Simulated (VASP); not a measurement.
# Core-hole spectrum of BP, part 5 of 5

Aim: an X-ray absorption edge of BP by the supercell core-hole method. The cell has space group F-43m. The start is a cell from a database of measured crystal structures.

VASP 6.6.1, plane waves and PAW; the level of theory is named at each step.

So far. Step 3 (K edge, Wyckoff site P c, full hole): The smoothed xx curve reaches a tenth of its top at about 2092 eV. Step 4 (K edge, Wyckoff site P c, no hole): The smoothed xx curve reaches a tenth of its top at about 2093 eV.

### Step 5. K edge, one more run (continued)

Level of this step: supercell core-hole method, LDA; plane waves and PAW (P, P, B) (VASP).

Parts of OUTCAR (step 5):

```text
   NELECT =     217.0000    total number of electrons

 the core state eigenenergies are
   1-  1s  -2260.2759  2s   -199.1245  2p   -154.5074
   2-  1s  -2070.5842  2s   -160.9049  2p   -111.3619
   3-  1s  -2070.5842  2s   -160.9049  2p   -111.3619
   4-  1s  -2070.5842  2s   -160.9049  2p   -111.3619
   5-  1s  -2070.4549  2s   -160.7760  2p   -111.2330
   6-  1s  -2070.5842  2s   -160.9049  2p   -111.3619
   7-  1s  -2070.5842  2s   -160.9049  2p   -111.3619
   8-  1s  -2070.5842  2s   -160.9049  2p   -111.3619
   9-  1s  -2070.4522  2s   -160.7674  2p   -111.2249
  10-  1s  -2070.5842  2s   -160.9049  2p   -111.3619
  11-  1s  -2070.4549  2s   -160.7760  2p   -111.2330
  12-  1s  -2070.5842  2s   -160.9049  2p   -111.3619
  13-  1s  -2070.4549  2s   -160.7760  2p   -111.2330
  14-  1s  -2070.4549  2s   -160.7760  2p   -111.2330
  15-  1s  -2070.4061  2s   -160.7253  2p   -111.1824
  16-  1s  -2070.5842  2s   -160.9049  2p   -111.3619
  17-  1s  -2070.4061  2s   -160.7253  2p   -111.1824
  18-  1s  -2070.4061  2s   -160.7253  2p   -111.1824
  19-  1s  -2070.5842  2s   -160.9049  2p   -111.3619
  20-  1s  -2070.5842  2s   -160.9049  2p   -111.3619
  21-  1s  -2070.4522  2s   -160.7674  2p   -111.2249
  22-  1s  -2070.5842  2s   -160.9049  2p   -111.3619
  23-  1s  -2070.4061  2s   -160.7253  2p   -111.1824
  24-  1s  -2070.4061  2s   -160.7253  2p   -111.1824
  25-  1s  -2070.4522  2s   -160.7674  2p   -111.2249
[...]
53-  1s   -165.5866
  54-  1s   -165.4106

 E-fermi :   8.6942

 k-point     1 :       0.0000    0.0000    0.0000
  band No.  band energies     occupation
    ...
    110       8.5159      2.00000
    111       8.5159      2.00000
    112       8.5159      2.00000
    113       8.5943      1.99529
    114       8.5943      1.99529
    115       9.4324      0.00000
    116       9.7297      0.00000
    117       9.7297      0.00000
    118       9.7297      0.00000
    119       9.8128      0.00000
    ...

  Total      -18.8590821    -18.8590821    -18.8590821      0.0000000      0.0000000     -0.0000000
  in kB      -47.8998205    -47.8998205    -47.8998205      0.0000000      0.0000000     -0.0000000
  external PRESSURE =     -47.8998205 kB  Pullay stress =       0.0000000 kB

 POSITION                                       TOTAL-FORCE (eV/Angst)
 -----------------------------------------------------------------------------------
      3.40350      3.40350      3.40350         0.000000     -0.000000     -0.000000
      5.67250      5.67250      3.40350        -0.002238     -0.002238     -0.329527
      7.94150      7.94150      3.40350         0.002238      0.002238     -0.329527
      5.67250      3.40350      5.67250        -0.002238     -0.329527     -0.002238
      7.94150      5.67250      5.67250         0.047229     -0.047229     -0.047229
     10.21050      7.94150      5.67250         0.329527      0.002238     -0.002238
      7.94150      3.40350      7.94150         0.002238     -0.329527      0.002238
     10.21050      5.67250      7.94150         0.329527     -0.002238      0.002238
     12.47950      7.94150      7.94150         0.042832     -0.042832     -0.042832
      3.40350      5.67250      5.67250        -0.329527     -0.002238     -0.002238
      5.67250      7.94150      5.67250        -0.047229      0.047229     -0.047229
      7.94150     10.21050      5.67250         0.002238      0.329527     -0.002238
      5.67250      5.67250      7.94150        -0.047229     -0.047229      0.047229
      7.94150      7.94150      7.94150         0.047229      0.047229      0.047229
     10.21050     10.21050      7.94150         0.000000     -0.000000      0.021229
      7.94150      5.67250     10.21050         0.002238     -0.002238      0.329527
     10.21050      7.94150     10.21050         0.000000      0.021229     -0.000000
     12.47950     10.21050     10.21050        -0.021229     -0.000000     -0.000000
      3.40350      7.94150      7.94150        -0.329527      0.002238      0.002238
      5.67250     10.21050      7.94150        -0.002238      0.329527      0.002238
      7.94150     12.47950      7.94150        -0.042832      0.042832     -0.042832
      5.67250      7.94150     10.21050        -0.002238      0.002238      0.329527
      7.94150     10.21050     10.21050         0.021229     -0.000000     -0.000000
     10.21050     12.47950     10.21050         0.000000     -0.021229     -0.000000
[...]
-----------------------------------------------------------------------------------
    total drift:                               -0.000000     -0.000000     -0.000000

  FREE ENERGIE OF THE ION-ELECTRON SYSTEM (eV)
  ---------------------------------------------------
  free  energy   TOTEN  =      -349.8298964627 eV

  energy  without entropy=     -349.8230427173  energy(sigma->0) =     -349.82646959

[... 8 parts as in an earlier step ...]

[... 5 further parts left out ...]
```

The run converged, and its energies are sound; the slip is in CH_SIGMA = 3, which smears the spectrum until its structure is gone, so the spectrum isn't used.

### Step 6. Summary

This step: supercell core-hole method, LDA; plane waves and PAW (VASP 6.6.1).

Derived from the runs above.

Core-hole runs:

```
site       hole  cost (core minutes)
 P c  full hole                40.95
 P c    no hole                37.75
```

### Step 7. Summary of results

```json
{"K edge of P c, full hole": "xx reaches a tenth of its top at 2091.9 eV on the program's axis; share within the next 5 eV of the next 20 eV: 32 %", "K edge of P c, no hole": "xx reaches a tenth of its top at 2093.2 eV on the program's axis; share within the next 5 eV of the next 20 eV: 22 %"}
```

**Reading.** The P K edge, for light polarised along x, reaches a tenth of its top at 2091.9 eV on the program's axis. That mark passes over any weaker pre-edge, and only dipole transitions enter. In the charged run (full hole) weight just under or at the onset may be a state bound to the hole or the highest filled band counted as a final state; this wasn't checked, so onset and share of that run are in doubt. Share of the first 20 eV of absorption, for light polarised along x, that lies within 5 eV of each run's own onset: 22 % with no hole and 32 % with full hole. One site of the element was run (Wyckoff letter c). With 54 atoms and a 3×3×3 mesh the peak shapes still carry the imprint of the mesh. The fall at the high end is where NBANDS ends. The other core electrons stay frozen, so neither the program's energy axis nor the change of TOTEN is an excitation energy; spectra are aligned at the onset when set beside measurement. The given cell is kept, although it stands at -4.3 GPa at LDA and ENCUT = 400 eV, which holds the mismatch of the given cell with this functional, any error of the entry itself and any basis-set error. Not tabulated here, as repeats of values shown or as unfit to read for their mesh, reference level or band range: gaps (K edge, supercell without a hole); pressures of a box with vacuum or a charge (K edge); core levels (K edge, K edge with a fault). The run with broadening far too wide isn't used: the broadening washes out the structure.

[Lines on the potential files, build, host, timing and source positions are cut from VASP's logs without a mark.]

[Logs are printed without paths, hosts, clocks, repeated set-up lines and the standing remarks that a program may print on its own settings, such as how far it seeks lower states.]

[Hosts, paths, dates, database ids (printed as entryN), source tags and the programs' standing remarks are cut or masked in the printed files.]
